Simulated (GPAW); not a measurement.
A run of GPAW 26.7.0:

Contents of run.py:

```python
from ase.dft.bandgap import bandgap
from ase.io import read, write
from ase.units import GPa
from gpaw import GPAW, PW, setup_paths

setup_paths.insert(0, '.')

atoms = read('POSCAR')

calc = GPAW(mode=PW(600),
            xc='BLYP',
            kpts={'size': (9, 9, 9), 'gamma': True},
            occupations={'name': 'fermi-dirac', 'width': 0.05},
            nbands=14,
            convergence={'density': 1e-05, 'energy': 1e-05},
            eigensolver='davidson',
            maxiter=150,
            txt='gpaw.txt')
atoms.calc = calc
energy = atoms.get_potential_energy()
forces = atoms.get_forces()
stress = atoms.get_stress()
calc.write('gs.gpw')
write('result.traj', atoms)
print(f'Energy: {energy:.6f} eV')
print('Forces (eV/A):')
print(forces.round(4))
print('Stress (GPa):', (stress / GPa).round(3))
print('Fermi level:', round(calc.get_fermi_level(), 4), 'eV')
print(f'Gap: {bandgap(calc)[0]:.4f} eV, direct: {bandgap(calc, direct=True)[0]:.4f} eV')
```

POSCAR

```
Hf
1.0
    2.9138100000      0.0000000000      0.0000000000
    0.0000000000      2.9138100000      0.0000000000
    0.0000000000      0.0000000000      2.9138100000
Hf
1
Direct
    0.5000000000      0.5000000000      0.5000000000
```

Potentials or basis: PAW data sets generated in the run's folder for this functional, pw.

Run with:

```console
$ gpaw-setup -f BLYP Hf
$ OMP_NUM_THREADS=1 python run.py
```

Hardware: 1 thread of Arm Neoverse V2 (shared host).

Question: Estimate the wall time of this run.

Answer: Run time: 8.6 s on 1 thread of Arm Neoverse V2, on a shared host, peak memory 0.13 GiB. Counts: scf iterations 9, plane waves 849, bands 14, k points 35.
